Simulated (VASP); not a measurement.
Wanted: the native input for a VASP 6.6.1 run.

```
Task                   : relaxation of the atoms
Functional             : PBE
Potentials or basis    : VASP PAW PBE potentials, release 64 (B_s, P)
Cutoff                 : 300 eV
k mesh                 : 5 × 5 × 5
Occupations            : gaussian, width 0.03 eV
Spin                   : no spin polarisation
Further INCAR settings : ALGO = Fast; EDIFF = 1e-07; IBRION = 2; EDIFFG = -0.01; NSW = 40
```

The structure of BP lies in POSCAR:

```
BP                                      
1.0
    0.0000000000      2.2881729730      2.2881729730
    2.2881729730      0.0000000000      2.2881729730
    2.2881729730      2.2881729730      0.0000000000
  B               P             
     1     1
Direct
     0.0000000000000000    0.0000000000000000    0.0000000000000000
     0.2500000000000000    0.2500000000000000    0.2500000000000000
```

The cell isn't the ideal one: a relaxed cell with its volume scaled by 1.02.

These files were run (other wordings do the same):

INCAR

```
  PREC = Accurate
  ENCUT = 300
  EDIFF = 1E-7
  ISMEAR = 0
  SIGMA = 0.03
  LREAL = F
  LASPH = T
  NELM = 80
  ALGO = Fast
  ISIF = 2
  LWAVE = F
  LCHARG = F
  GGA = PE
  IBRION = 2
  NSW = 40
  EDIFFG = -0.01
```

KPOINTS

```
regular mesh
0
Gamma
  5 5 5
```

Potentials or basis: VASP PAW PBE potentials, release 64 (B_s, P).

The run is started by

```bash
$ cat potpaw_PBE.64/B_s/POTCAR potpaw_PBE.64/P/POTCAR > POTCAR
$ mpirun -np 1 vasp_std > vasp.out
```

Results of the run:

```
Band gap on the k mesh : 1.26 eV, indirect (least direct gap 3.36 eV)
```

Caveat: the k mesh is coarse (spacing up to 0.48 Å⁻¹), so the values aren't converged; the relaxation stopped at its first step, so nothing moved; an odd mesh through Γ misses points on the zone boundary, where band edges often lie.

It took 3.6 s on 1 thread of Intel(R) Xeon(R) Platinum 8488C (Sapphire Rapids), with other jobs on the host, peak memory 0.1 GiB.
